Q: My hafnium oxide layers are often squeezed or stretched a little by whatever lies around them. I was taught that atoms pushed closer together have broader energy bands, and that broader bands leave a smaller gap. Is that what happens in the cubic form?

A: The most direct way to find out is to keep the crystal's shape, change only its volume and follow the gap. That was done here with a meta-GGA density functional. The volume is counted per atom, and the shortest distance is the one between a hafnium and an oxygen atom.

Ansatz 0.2.0, r2SCAN with plane waves and PAW, scalar-relativistic and without spin polarization, for cubic HfO2 (space group Fm-3m, 3-atom cell) with the atoms held at their symmetric sites at each volume. The plane-wave cutoff is 500 eV, with Gaussian smearing of 0.02 eV. Both gaps are Kohn-Sham gaps taken on the 8×8×8 k mesh.

| volume (Å³/atom) | shortest distance (Å) | band gap (eV) | least direct gap (eV) |
| --- | --- | --- | --- |
| 10.138 | 2.146 | 4.466 | 4.466 |
| 10.175 | 2.148 | 4.456 | 4.456 |
| 10.243 | 2.153 | 4.439 | 4.439 |
| 10.462 | 2.168 | 4.384 | 4.384 |
| 10.785 | 2.190 | 4.303 | 4.303 |
| 11.087 | 2.211 | 4.228 | 4.228 |
| 11.109 | 2.212 | 4.223 | 4.223 |
| 11.129 | 2.213 | 4.218 | 4.218 |
| 11.433 | 2.233 | 4.143 | 4.143 |

The gap does the opposite of what you were taught. Every decrease in volume makes it wider. From the largest cell to the smallest the volume shrinks by 11 %, and the gap grows by 0.32 eV.

Q: Could the gap be jumping from one pair of states to another along the way?

A: It stays with the same pair. The highest filled and the lowest empty state lie at the same point of the Brillouin zone, called X, at every volume. That is why the band gap and the least direct gap agree in each row. The calculation samples a mesh of points, so a slightly higher or lower edge between them could escape it, but X itself is on the mesh.

Q: Some neighbouring rows differ by hardly anything. Is something odd going on near 11.1 Å³ per atom?

A: Those three volumes are simply close together, so their gaps are too. They lie on the same smooth curve as the others. The row to keep in mind is the one at 10.785 Å³ per atom, where the calculated pressure is practically zero. Smaller cells are under compression, and larger ones are being pulled apart.

Q: Then what pushes the gap open?

A: Think about where the electrons sit. In this oxide the top of the filled bands belongs mainly to oxygen 2p orbitals, and the bottom of the empty bands mainly to hafnium 5d orbitals. That is well-established chemistry of the material. The gap is therefore roughly the cost of moving an electron from an oxide ion to a hafnium ion.

A lithium fluoride molecule shows the principle with only two ions. An electron on fluorine is held in place by the positive lithium next to it, while an electron placed on lithium is repelled by the negative fluoride. Shorten the bond and both effects grow, so the filled and the empty level move apart. In the oxide, each hafnium has eight oxide neighbours and each oxygen has four hafnium neighbours, and the same argument is expected to apply. The molecule has single levels instead of bands, however, so it can suggest the direction of the change but not its size.

There may be a second push in the same direction. If the lowest empty hafnium state mixes with filled oxygen states below it, the mixing drives it upwards, and shorter distances strengthen the effect. At X, however, symmetry forbids some of these mixtures, and the table does not tell how far the lowest empty state takes part.

Q: And the band broadening I learned about? Did it disappear?

A: In theory it is still there, working against the widening. Orbitals that overlap more spread their energies over a wider range, which tends to raise the top of the filled bands and lower the bottom of the empty ones. The calculation gives the outcome of this contest, and the outcome is a wider gap. How much each contribution adds or takes away is a matter of argument, because the calculated gap contains them all at once.

A rough estimate shows why the size of the change cannot be read off the simple ionic picture. Treat the ions as point charges with their full formal values, $+4$ and $-2$. Between the largest and the smallest cell, the transfer cost would then rise by about 2.6 eV, roughly eight times the calculated widening. Real ions carry smaller effective charges, the surrounding electrons screen them, and broadening takes back part of the gain. The calculation does not separate these contributions.

Q: Which edge moves, the filled one or the empty one? For leakage currents I care about that.

A: Measured from the average electrostatic potential in the crystal, both edges rise under compression. Over the whole range the filled edge climbs by 1.27 eV and the empty edge by 1.59 eV. The empty edge wins the race, and its lead of 0.32 eV is the widening of the gap.

The individual climbs need care, because they depend on the zero of energy, and the average potential itself shifts when the volume changes. A climbing filled edge is therefore no evidence against the stronger hold on the oxide's electrons. On the raw energy scale of the same calculation the filled edge rises by 2.47 eV instead of 1.27 eV. The lead of the empty edge is the same on either scale. For a leakage barrier you would have to line up the oxide with its actual neighbour, through an interface calculation or a measurement.

Q: Can you turn this into a rule I could use at my desk?

A: The picture suggests one. If a small squeeze alters the surroundings of each ion by a small fraction, the gap should respond in proportion to that fraction. Let $V$ be the volume per atom and $E_g$ the band gap. For a small step,

$$\mathrm{d}E_g = a\,\frac{\mathrm{d}V}{V},$$

where $a$ is called the deformation potential of the gap. If $a$ stays constant, adding up the steps from a starting volume $V_0$ gives

$$E_g(V) = E_g(V_0) + a\,\ln\frac{V}{V_0}.$$

A least-squares fit of this form to all nine rows, with the gap at $V_0$ also left free, gives $a = -2.67$ eV. The minus sign says that expansion narrows the gap. In everyday terms, one per cent less volume widens it by about 27 meV.

Q: Show me one case with the numbers in it.

A: Take the smallest cell and start from the one at zero pressure. The volume ratio is $10.138/10.785 = 0.940$, and its natural logarithm is $-0.0619$. Multiplied by $-2.67$ eV, this gives a widening of 0.165 eV.

Added to the starting gap of 4.303 eV, that makes 4.468 eV, against 4.466 eV in the table. Both rows were part of the fit, so the agreement shows that the rule summarises the calculation well, not that it foresaw a new result. The fitted curve stays within 3 meV of every row, which is less than one per cent of the whole change.

Q: Where does the rule start to go wrong?

A: The response is not perfectly constant. Taken between the end points of each half, $a$ is $-2.63$ eV on the compressed side and $-2.74$ eV on the stretched side. A straight line in the volume itself follows this slight drift better than the logarithm does. Within the range of the table the choice hardly matters, but I would not use either form far outside it.

Q: In my laboratory I set a pressure, not a volume. Does the gap follow pressure just as simply?

A: Less simply. Going from zero pressure to the smallest cell takes 19 GPa and widens the gap by 0.163 eV. Going from zero pressure to the largest cell takes a tension of only 14 GPa and narrows it by 0.160 eV. Nearly the same change of gap costs more pressure on the compressed side.

The reason lies in the stiffness of the crystal. When ions are already close, their filled electron shells resist further approach more strongly, so each additional gigapascal removes less volume. The gap responds to the distances between the ions, and pressure matters through the distances it brings about. As this crystal stiffens, the same step in pressure therefore changes its gap less.

Q: How does that look as a formula?

A: Stiffness is expressed by the bulk modulus $B$, the rise in pressure $P$ divided by the fractional loss of volume. Combining it with the rule for the gap gives

$$\frac{\mathrm{d}E_g}{\mathrm{d}P} = -\frac{a}{B}.$$

On the compressed side the mean value of $B$ is 308 GPa, and the gap widens by about 8.5 meV per gigapascal. On the stretched side $B$ is 240 GPa, and the change is about 11.4 meV per gigapascal.

The pressure response is thus about a quarter weaker under compression. Most of this comes from $B$, which is 29 % higher there, while $a$ differs by only 4 %. If you convert a measured pressure into a gap with one fixed coefficient, you ignore the stiffening. To avoid that error, convert pressure into volume first, with a bulk modulus that grows under compression, and then volume into gap.

Q: Could I apply the rule to a film clamped to a substrate?

A: Only to the part of the strain that changes all three directions equally. A substrate stretches or squeezes the film in its plane and lets it relax across the plane, so the cubic symmetry is lost. States at the different X points, which are equivalent in the cubic crystal, can then separate in energy. The volume rule leaves out that separation.

The crystal phase matters as well. In the pure bulk oxide at ordinary pressure, the cubic form is stable only at high temperature, and on cooling the oxygen atoms move away from their symmetric positions. The calculation keeps them fixed at those positions. A film in another phase has different distances and angles, and its gap needs its own calculation.

Q: And heating? My furnace expands the lattice.

A: The expansion alone narrows the gap, by about 27 meV for each per cent of added volume. Heat also makes the atoms vibrate, and vibrations shift the band edges even at fixed volume. The table describes atoms at rest, so it supplies the first contribution only.

Q: Should I expect the gap itself to match an optical measurement?

A: Expect the measured gap to be larger. Functionals of this kind generally make the gaps of such oxides too small. The change with volume is more dependable than the value itself, since much of the error is shared by all the cells.

Q: If I meet a related oxide, how should I guess what squeezing does to its gap?

A: First find out which ions hold the two edge states. If the filled edge sits on the negative ions and the empty edge on the positive ones, closer packing makes the transfer of an electron more expensive, and that favours a wider gap. Then ask how strongly the orbitals overlap, because broadening works the other way. Finally, check that the edges stay at the same point of the zone, since a change of edge would put a kink in the trend.
